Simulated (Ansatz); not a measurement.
HfO2:

```
CELL_PARAMETERS angstrom
5.21946 0.00000 0.00000
0.00000 5.00476 0.00000
0.00000 0.00000 5.03269
ATOMIC_POSITIONS crystal
Hf 0.96699 0.73252 0.74144
Hf 0.53301 0.73252 0.24144
Hf 0.46699 0.26748 0.74144
Hf 0.03301 0.26748 0.24144
O 0.63213 0.92865 0.87927
O 0.86787 0.92865 0.37927
O 0.23395 0.53988 0.49229
O 0.26605 0.53988 0.99229
O 0.76605 0.46012 0.99229
O 0.73395 0.46012 0.49229
O 0.13213 0.07135 0.87927
O 0.36787 0.07135 0.37927
```

Measurements of this composition are mostly on another form, of space group No. 14.

Base run:

- Program: Ansatz 0.2.0
- Functional: r2SCAN
- Potentials or basis: Ansatz PAW
- Cutoff: 500 eV (not typed: the program's choice for these potentials)
- k mesh: 5 × 6 × 5
- Occupations: fermi-dirac, width 0.05 eV
- Spin: no spin polarisation
- Hubbard terms: Hf d U = 3.5 eV

Its results: band gap on the k mesh 5.68 eV, indirect (least direct gap 5.94 eV); pressure 9.2 GPa; largest force 0.147 eV/Å.

Task: The run is repeated on the same cell with these changes: functional from r2SCAN to PBE; cutoff from 500 eV (not typed: the program's choice for these potentials) to 500 eV; hubbard terms from Hf d U = 3.5 eV to none; hubbard projectors from ortho-atomic (the default) to none. What comes out?

Result: Band gap on the k mesh 4.48 eV, indirect (least direct gap 4.68 eV); pressure 9.7 GPa; largest force 0.117 eV/Å.

Several settings changed at once, so the effect can't be laid on one alone.

Caveats: spin-orbit coupling is left out, which moves the levels of the heavy elements; the PAW data sets come from PBE, with cores solved anew for the run's functional, which leaves a small shift of forces and pressure (some runs); odd divisions of the mesh miss points on the zone boundary, where band edges often lie, so the gap on the mesh can be too wide (some runs).

A k mesh can miss the band edges.
